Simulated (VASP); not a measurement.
Input of a VASP 6.6.1 run:

run.py

```python
from ase.calculators.vasp import Vasp
from ase.io import read
from ase.optimize import BFGS

atoms = read('Nb.cif')
calc = Vasp(
    directory='calc',
    xc='r2scan',
    pp='PBE',
    setups='materialsproject',
    prec='Accurate',
    encut=520,
    ediff=1e-06,
    ismear=0,
    sigma=0.1,
    lreal=False,
    lasph=True,
    nelm=100,
    algo='Normal',
    isif=2,
    lwave=True,
    lcharg=False,
    lmixtau=True,
    kpts=[11, 11, 11],
    gamma=True,
)
atoms.calc = calc
opt = BFGS(atoms, trajectory='relax.traj')
converged = opt.run(fmax=0.02, steps=40)
print('converged:', converged)

print('energy (eV):', atoms.get_potential_energy())
print('free energy (eV):', atoms.get_potential_energy(force_consistent=True))
print('forces (eV/A):')
print(atoms.get_forces())
print('stress (eV/A^3, Voigt):', atoms.get_stress())
print('Fermi level (eV):', calc.get_fermi_level())
print('cell (A, degrees):', atoms.cell.cellpar())
print('volume (A^3):', atoms.get_volume())
print('scaled positions:')
print(atoms.get_scaled_positions())
```

Nb.cif

```cif
data_Nb
_cell_length_a 2.98830175
_cell_length_b 2.97065714
_cell_length_c 2.98171834
_cell_angle_alpha 60.00992137
_cell_angle_beta 60.80926290
_cell_angle_gamma 60.64946535
_space_group_name_H-M_alt 'P1'
_space_group_name_Hall 'P 1'
_space_group_IT_number 1
loop_
_space_group_symop_operation_xyz
'x,y,z'
loop_
_atom_site_label
_atom_site_type_symbol
_atom_site_symmetry_multiplicity
_atom_site_Wyckoff_symbol
_atom_site_fract_x
_atom_site_fract_y
_atom_site_fract_z
_atom_site_occupancy
Nb1 Nb 1 a 0.0000000000 0.0000000000 0.0000000000 1
```

Potentials or basis: VASP PAW PBE potentials, release 64 (Nb_pv).

Command:

```console
$ python run.py
```

Task: What does it give for the band gap on the k mesh?

Result: None (metal or under the smearing width).

Final structure:
```
CELL_PARAMETERS angstrom
2.98830 0.00000 0.00000
1.45607 2.58934 0.00000
1.45424 0.89213 2.44539
ATOMIC_POSITIONS crystal
Nb 0.00000 0.00000 0.00000
```

Caveat: the relaxation stopped at its first step, so nothing moved; the PAW data sets were made with another functional, which shifts forces and pressure a little.
